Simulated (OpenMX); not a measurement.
Crystal: Si2Ni.

```
Ni Si
1.0
     0.00000    2.70300    2.70300
     2.70300    0.00000    2.70300
     2.70300    2.70300    0.00000
Ni Si
1 2
Direct
  0.00000 0.00000 0.00000
  0.75000 0.75000 0.75000
  0.25000 0.25000 0.25000
```

Base run:

```yaml
Program: OpenMX 3.8.5
Functional: LDA
Potentials_or_basis: OpenMX 2013 LDA set, Ni6.0H-s3p2d2, Si7.0-s2p2d1, grid cutoff 500 Ry
k_mesh: 9 × 9 × 9
Occupations: fermi-dirac, width 0.05 eV
Spin: collinear spin, ferromagnetic start
Starting_moments: "[1.0, 0.0, 0.0] μB"
```

Its results: pressure -2.0 GPa; net moment 0.00 μB per cell.

Q: The run is repeated on the same cell with these changes: functional from LDA to PBE; potentials or basis from OpenMX 2013 LDA set, Ni6.0H-s3p2d2, Si7.0-s2p2d1, grid cutoff 500 Ry to OpenMX 2013 PBE set, Ni6.0H-s3p2d2, Si7.0-s2p2d1, grid cutoff 500 Ry. What comes out?

A: Pressure 7.2 GPa; net moment 0.00 μB per cell.

Caveats: the basis of atomic orbitals isn't converged, which shifts pressures, moduli and gaps.
